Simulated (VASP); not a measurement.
All values below come from PBEsol GGA, VASP's PBE PAW potentials (set 64) (plane waves; VASP).

The input files of a VASP run:

File POSCAR:
```
Sb2Te3
1
   10.1211072633    -2.1345520454    -0.0155376903
   10.1211072633     2.1345520454    -0.0155376903
    9.6765632437    -0.0000000000     3.6547914795
Sb Te
2 3
Direct
  0.3979343286   0.3979343286   0.3979343286
  0.6020656714   0.6020656714   0.6020656714
  0.0000000000   0.0000000000   0.0000000000
  0.2123987742   0.2123987742   0.2123987742
  0.7876012258   0.7876012258   0.7876012258
```

**KPOINTS**
```
Automatic mesh
0
Gamma
8 8 8
0 0 0
```

**INCAR**
```
SYSTEM = Sb2Te3
PREC = Accurate
ENCUT = 400
EDIFF = 1E-6
NELM = 100
ALGO = Normal
LREAL = .FALSE.
LASPH = .TRUE.
ISMEAR = 1
SIGMA = 0.1
GGA = PS
LMAXMIX = 4
LWAVE = .FALSE.
LCHARG = .FALSE.
IBRION = 2
ISIF = 3
NSW = 60
EDIFFG = -0.02
```

POTCAR, in this order: Sb Te (PBE.64 set). Program: vasp_std.

The resulting files:

File OSZICAR:
```
...
DAV:   3    -0.202299803110E+02   -0.84702E+01   -0.83635E+01  2782   0.480E+01
DAV:   4    -0.204329682709E+02   -0.20299E+00   -0.20223E+00  3572   0.779E+00
DAV:   5    -0.204354028937E+02   -0.24346E-02   -0.24325E-02  2990   0.821E-01    0.952E+00
DAV:   6    -0.203148669321E+02    0.12054E+00   -0.35279E-01  2662   0.248E+00    0.652E+00
DAV:   7    -0.203137586472E+02    0.11083E-02   -0.17847E-01  3004   0.208E+00    0.990E-01
DAV:   8    -0.203081376945E+02    0.56210E-02   -0.33869E-02  3090   0.109E+00    0.494E-01
DAV:   9    -0.203079485097E+02    0.18918E-03   -0.51815E-03  2838   0.332E-01    0.308E-01
DAV:  10    -0.203080100838E+02   -0.61574E-04   -0.48701E-04  2764   0.131E-01    0.102E-01
DAV:  11    -0.203079904355E+02    0.19648E-04   -0.17672E-04  3256   0.757E-02    0.222E-02
DAV:  12    -0.203079934970E+02   -0.30615E-05   -0.39506E-05  3234   0.330E-02    0.210E-02
DAV:  13    -0.203079937351E+02   -0.23809E-06   -0.20119E-06  1886   0.883E-03
   1 F= -.20307994E+02 E0= -.20308033E+02  d E =-.203080E+02
       N       E                     dE             d eps       ncg     rms          rms(c)
DAV:   1    -0.203099321786E+02   -0.19387E-02   -0.59793E-02  2518   0.122E+00    0.273E-01
DAV:   2    -0.203092929187E+02    0.63926E-03   -0.38196E-03  2878   0.318E-01    0.145E-01
DAV:   3    -0.203090333419E+02    0.25958E-03   -0.30028E-04  2830   0.859E-02    0.652E-02
DAV:   4    -0.203088636928E+02    0.16965E-03   -0.21598E-04  2594   0.643E-02    0.324E-02
DAV:   5    -0.203088517463E+02    0.11947E-04   -0.23878E-05  3082   0.232E-02    0.393E-02
DAV:   6    -0.203088513327E+02    0.41360E-06   -0.11436E-06  1482   0.656E-03
   2 F= -.20308851E+02 E0= -.20308882E+02  d E =-.857598E-03
       N       E                     dE             d eps       ncg     rms          rms(c)
DAV:   1    -0.203089309216E+02   -0.79175E-04   -0.20097E-03  2530   0.224E-01    0.471E-02
DAV:   2    -0.203089098627E+02    0.21059E-04   -0.12912E-04  2834   0.585E-02    0.292E-02
DAV:   3    -0.203089024803E+02    0.73824E-05   -0.96976E-06  2804   0.157E-02    0.140E-02
DAV:   4    -0.203088978289E+02    0.46514E-05   -0.75621E-06  2540   0.120E-02    0.482E-03
DAV:   5    -0.203088977344E+02    0.94452E-07   -0.73074E-07  1358   0.442E-03
   3 F= -.20308898E+02 E0= -.20308930E+02  d E =-.903999E-03
       N       E                     dE             d eps       ncg     rms          rms(c)
DAV:   1    -0.203096660201E+02   -0.76819E-03   -0.27021E-02  2372   0.806E-01    0.838E-02
DAV:   2    -0.203096624767E+02    0.35434E-05   -0.13598E-03  2798   0.182E-01    0.374E-02
DAV:   3    -0.203096206062E+02    0.41871E-04   -0.64243E-05  2966   0.447E-02    0.297E-02
DAV:   4    -0.203096067191E+02    0.13887E-04   -0.21888E-05  2660   0.219E-02    0.241E-02
DAV:   5    -0.203096029186E+02    0.38005E-05   -0.45272E-06  2590   0.102E-02    0.152E-02
DAV:   6    -0.203096021897E+02    0.72891E-06   -0.17306E-06  1348   0.653E-03
   4 F= -.20309602E+02 E0= -.20309634E+02  d E =-.704455E-03
       N       E                     dE             d eps       ncg     rms          rms(c)
DAV:   1    -0.203114438920E+02   -0.18410E-02   -0.24383E-01  2344   0.242E+00    0.252E-01
DAV:   2    -0.203114156689E+02    0.28223E-04   -0.12282E-02  2784   0.548E-01    0.114E-01
DAV:   3    -0.203110390476E+02    0.37662E-03   -0.58098E-04  2990   0.135E-01    0.875E-02
DAV:   4    -0.203109125019E+02    0.12655E-03   -0.20041E-04  2648   0.664E-02    0.703E-02
DAV:   5    -0.203108794091E+02    0.33093E-04   -0.37274E-05  2916   0.296E-02    0.449E-02
DAV:   6    -0.203108729682E+02    0.64409E-05   -0.19487E-05  2700   0.202E-02    0.131E-02
DAV:   7    -0.203108725746E+02    0.39357E-06   -0.13758E-06  1420   0.685E-03
   5 F= -.20310873E+02 E0= -.20310918E+02  d E =-.197484E-02
       N       E                     dE             d eps       ncg     rms          rms(c)
DAV:   1    -0.203116317065E+02   -0.75874E-03   -0.97630E-01  2342   0.486E+00    0.511E-01
DAV:   2    -0.203115209770E+02    0.11073E-03   -0.49414E-02  2768   0.110E+00    0.228E-01
DAV:   3    -0.203100161254E+02    0.15049E-02   -0.23660E-03  2986   0.273E-01    0.178E-01
DAV:   4    -0.203095221211E+02    0.49400E-03   -0.80178E-04  2640   0.134E-01    0.143E-01
DAV:   5    -0.203093939415E+02    0.12818E-03   -0.13839E-04  2928   0.574E-02    0.919E-02
DAV:   6    -0.203093668058E+02    0.27136E-04   -0.82793E-05  2686   0.415E-02    0.258E-02
DAV:   7    -0.203093656001E+02    0.12057E-05   -0.65105E-06  2638   0.142E-02    0.150E-02
DAV:   8    -0.203093652076E+02    0.39246E-06   -0.10659E-06  1390   0.532E-03
   6 F= -.20309365E+02 E0= -.20309532E+02  d E =-.467473E-03
       N       E                     dE             d eps       ncg     rms          rms(c)
DAV:   1    -0.203122712128E+02   -0.29056E-02   -0.56825E-01  2342   0.370E+00    0.392E-01
DAV:   2    -0.203123142688E+02   -0.43056E-04   -0.29086E-02  2764   0.845E-01    0.183E-01
DAV:   3    -0.203114466063E+02    0.86766E-03   -0.13046E-03  2996   0.203E-01    0.137E-01
DAV:   4    -0.203111215456E+02    0.32506E-03   -0.44824E-04  2666   0.985E-02    0.109E-01
DAV:   5    -0.203110280393E+02    0.93506E-04   -0.11333E-04  2808   0.503E-02    0.679E-02
DAV:   6    -0.203110166093E+02    0.11430E-04   -0.36965E-05  2848   0.284E-02    0.225E-02
DAV:   7    -0.203110167844E+02   -0.17513E-06   -0.25184E-06  2294   0.901E-03
   7 F= -.20311017E+02 E0= -.20311089E+02  d E =-.211905E-02
       N       E                     dE             d eps       ncg     rms          rms(c)
DAV:   1    -0.203115633434E+02   -0.54673E-03   -0.22871E-02  2342   0.773E-01    0.671E-02
DAV:   2    -0.203116454082E+02   -0.82065E-04   -0.12176E-03  2882   0.176E-01    0.412E-02
DAV:   3    -0.203116352896E+02    0.10119E-04   -0.36436E-05  2820   0.375E-02    0.390E-02
DAV:   4    -0.203116315090E+02    0.37806E-05   -0.79294E-06  2814   0.149E-02    0.231E-02
DAV:   5    -0.203116286771E+02    0.28318E-05   -0.72860E-06  2514   0.136E-02    0.727E-03
DAV:   6    -0.203116286914E+02   -0.14270E-07   -0.10914E-06  1306   0.547E-03
   8 F= -.20311629E+02 E0= -.20311818E+02  d E =-.611907E-03
       N       E                     dE             d eps       ncg     rms          rms(c)
DAV:   1    -0.203123736278E+02   -0.74495E-03   -0.20539E-01  2340   0.232E+00    0.193E-01
DAV:   2    -0.203131208889E+02   -0.74726E-03   -0.10933E-02  2902   0.528E-01    0.126E-01
DAV:   3    -0.203130369639E+02    0.83925E-04   -0.32792E-04  2816   0.112E-01    0.121E-01
DAV:   4    -0.203130066939E+02    0.30270E-04   -0.63995E-05  2968   0.426E-02    0.747E-02
DAV:   5    -0.203129802735E+02    0.26420E-04   -0.67924E-05  2528   0.418E-02    0.222E-02
DAV:   6    -0.203129809117E+02   -0.63818E-06   -0.12844E-05  2956   0.172E-02    0.130E-02
DAV:   7    -0.203129806097E+02    0.30202E-06   -0.10208E-06  1316   0.604E-03
   9 F= -.20312981E+02 E0= -.20313171E+02  d E =-.196383E-02
       N       E                     dE             d eps       ncg     rms          rms(c)
DAV:   1    -0.203110180596E+02    0.19629E-02   -0.82033E-01  2340   0.463E+00    0.384E-01
DAV:   2    -0.203140327310E+02   -0.30147E-02   -0.44048E-02  2896   0.106E+00    0.255E-01
DAV:   3    -0.203137125393E+02    0.32019E-03   -0.13393E-03  2812   0.228E-01    0.246E-01
DAV:   4    -0.203135967925E+02    0.11575E-03   -0.25340E-04  2962   0.849E-02    0.153E-01
DAV:   5    -0.203134940367E+02    0.10276E-03   -0.25698E-04  2516   0.819E-02    0.447E-02
DAV:   6    -0.203134970299E+02   -0.29932E-05   -0.55160E-05  2974   0.354E-02    0.277E-02
DAV:   7    -0.203134957852E+02    0.12447E-05   -0.64623E-06  2494   0.142E-02    0.122E-02
DAV:   8    -0.203134955418E+02    0.24339E-06   -0.10866E-06  1318   0.569E-03
  10 F= -.20313496E+02 E0= -.20313663E+02  d E =-.247876E-02
```

OUTCAR:
```
------------------------ aborting loop because EDIFF is reached ----------------------------------------
  FORCE on cell =-STRESS in cart. coord.  units (eV):
  Direction    XX          YY          ZZ          XY          YZ          ZX
  --------------------------------------------------------------------------------------
  Total        0.0217931     -0.0034629     -0.0030924      0.0000000      0.0000000      0.0030590
  in kB        0.2221484     -0.0352996     -0.0315229      0.0000000      0.0000000      0.0311817
  external PRESSURE =       0.0517753 kB  Pullay stress =       0.0000000 kB
  volume of cell :      157.18
      direct lattice vectors                 reciprocal lattice vectors
     9.994101962 -2.138922398 -0.033462037     0.049594437 -0.233762572 -0.129942423
     9.994101962  2.138922398 -0.033462037     0.049594437  0.233762572 -0.129942423
     9.548647761  0.000000000  3.644381884     0.000910734  0.000000000  0.272008740
 POSITION                                       TOTAL-FORCE (eV/Angst)
 -----------------------------------------------------------------------------------
     11.78678      0.00000      1.42760        -0.008874      0.000000     -0.001075
     17.75007      0.00000      2.14986         0.008874      0.000000      0.001075
      9.54865      0.00000      3.64438        -0.000000     -0.000000      0.000000
      6.20764      0.00000      0.75186         0.012116      0.000000      0.001468
     23.32921      0.00000      2.82560        -0.012116      0.000000     -0.001468
 -----------------------------------------------------------------------------------
    total drift:                               -0.000000     -0.000000      0.000000
  FREE ENERGIE OF THE ION-ELECTRON SYSTEM (eV)
  ---------------------------------------------------
  free  energy   TOTEN  =       -20.3134955418 eV

  energy  without entropy=      -20.3139985511  energy(sigma->0) =      -20.31366321

 reached required accuracy - stopping structural energy minimisation
```
(Selected blocks of OUTCAR.)

CONTCAR:
```
Sb2Te3
   1.00000000000000
     9.9941019619605775   -2.1389223976168283   -0.0334620365532914
     9.9941019619605775    2.1389223976168283   -0.0334620365532914
     9.5486477611386711    0.0000000000000000    3.6443818843793907
  Sb              Te
     2     3
Direct
     0.3990532996228774    0.3990532996228774    0.3990532996221923
     0.6009467003771226    0.6009467003771226    0.6009467003778075
     0.0000000000000000    0.0000000000000000    1.0000000000000000
     0.2101658889063081    0.2101658889063081    0.2101658889071762
     0.7898341110936918    0.7898341110936918    0.7898341110928239
```

Without a dispersion term in the relaxation, distances and binding between the weakly bound layers, chains or molecules are unreliable, and so is what depends on them.

The compound is Sb2Te3 in the tetradymite structure. This run relaxes it. Symmetry was kept, so distortions that lower it aren't found. The start is the result of an earlier pass.
